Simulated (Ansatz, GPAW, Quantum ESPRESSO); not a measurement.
# One calculation of AlAu, 5 ways

```
CELL_PARAMETERS angstrom
3.22394 0.00000 0.00000
0.00000 3.22394 0.00000
0.00000 0.00000 3.22394
ATOMIC_POSITIONS crystal
Au 0.50000 0.50000 0.50000
Al 0.00000 0.00000 0.00000
```

The cell comes from a database or a generator and needn't be the stable form of this composition.

Alike in all runs: task band structure; functional PBEsol; k mesh 8 × 8 × 8; occupations fermi-dirac, width 0.05 eV; no spin polarisation; no spin-orbit coupling. Pressure is positive in compression and, in plane waves, holds the error of the finite cutoff, which Ansatz's Pulay term estimates and takes out.

| program and potentials | plane-wave cutoff (eV) | notes | pressure (GPa) |
| --- | --- | --- | --- |
| Quantum ESPRESSO, GBRV 1.5 PBEsol | 612 | 7 valence electrons an atom on average | ? |
| Quantum ESPRESSO, PseudoDojo 0.4.1 SR PBEsol standard | 1034 | 11 valence electrons an atom on average | -5.39 |
| Ansatz, all-electron LAPW, scalar-relativistic | - | - | -5.15 |
| GPAW, PAW data sets generated for this functional | 600 | 7 valence electrons an atom on average; this data set often lies off other programs | -4.54 |
| Ansatz, PAW datasets made for the crystal | 260 | 7 valence electrons an atom on average | -5.15 |

Estimate from the other rows what the run with Quantum ESPRESSO, GBRV 1.5 PBEsol gave.

Pressure -5.34 GPa. The other rows, which needn't bracket it: pressure -5.39 to -4.54.
